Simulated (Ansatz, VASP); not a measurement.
# One calculation of PbO2, two programs

File POSCAR:

```
PbO2
1.0
    0.0000000000      2.7198865082      2.7198865082
    2.7198865082      0.0000000000      2.7198865082
    2.7198865082      2.7198865082      0.0000000000
Pb O
1 2
Direct
    0.0000000000      0.0000000000      0.0000000000
    0.7500000000      0.7500000000      0.7500000000
    0.2500000000      0.2500000000      0.2500000000
```

INCAR.step1

```
ALGO = Normal ; EDIFF = 1E-4
ENCUT = 520 ; GGA = PE
ISMEAR = -1 ; LASPH = True
LCHARG = False ; LREAL = False
LWAVE = True ; NBANDS = 20
NELM = 100 ; PREC = Accurate
SIGMA = 0.05
```

INCAR.step2

```
ALGO = Normal ; EDIFF = 1E-7
ENCUT = 520 ; ISIF = 2
ISMEAR = -1 ; ISTART = 1
LASPH = True ; LCHARG = False
LMIXTAU = True ; LREAL = False
LWAVE = False ; METAGGA = R2SCAN
NBANDS = 20 ; NELM = 100
PREC = Accurate ; SIGMA = 0.05
```

KPOINTS

```
k-points
0
Gamma
  9 9 9
```

The input input.yaml:

```yaml
crystal:
  lattice:
    - [0.0, 2.7198865082, 2.7198865082]
    - [2.7198865082, 0.0, 2.7198865082]
    - [2.7198865082, 2.7198865082, 0.0]
  atoms:
    - { symbol: Pb, position: [0.0, 0.0, 0.0] }
    - { symbol: O, position: [0.75, 0.75, 0.75] }
    - { symbol: O, position: [0.25, 0.25, 0.25] }
hamiltonian:
  xc: r2scan
  pseudopotentials: { kind: paw }
kpoints:
  mp_grid: { grid: [9, 9, 9] }
scf:
  occupations: { method: fermi_dirac, width: 0.05 }
output:
  forces: true
  stress: true
  eigenvalues: true
  write_density: true
  write_potential: true
  elf: true
  volumetric_format: npy
```

The cell comes from a database or a generator and needn't be the stable form of this composition.

Alike in both runs: task single point; functional r2SCAN; k mesh 9 × 9 × 9; occupations fermi-dirac, width 0.05 eV; no spin polarisation.

```csv
,VASP,Ansatz
version,VASP 6.6.1,Ansatz 0.2.0
potentials or method,"VASP PAW PBE potentials, release 64 (Pb_d, O)",Ansatz PAW
plane-wave cutoff (eV),520,500
valence electrons in the cell,26,26
```

```tsv
	VASP	Ansatz	Ansatz less VASP
gap on the k mesh at the Fermi level (eV)	none	none	-
pressure (GPa)	-8.2	-9.1	-0.85
```

A gap of «none» marks a metal or a gap that the smearing closes. The functional is the same, so the differences come from potentials, cutoffs and numerics.

Caveats: the PAW data sets were made with another functional, which shifts forces and pressure a little (VASP); the PAW data sets come from PBE, with cores solved anew for the run's functional, which leaves a small shift of forces and pressure (Ansatz). The runs have no spin-orbit coupling, so splittings on Pb are missing.
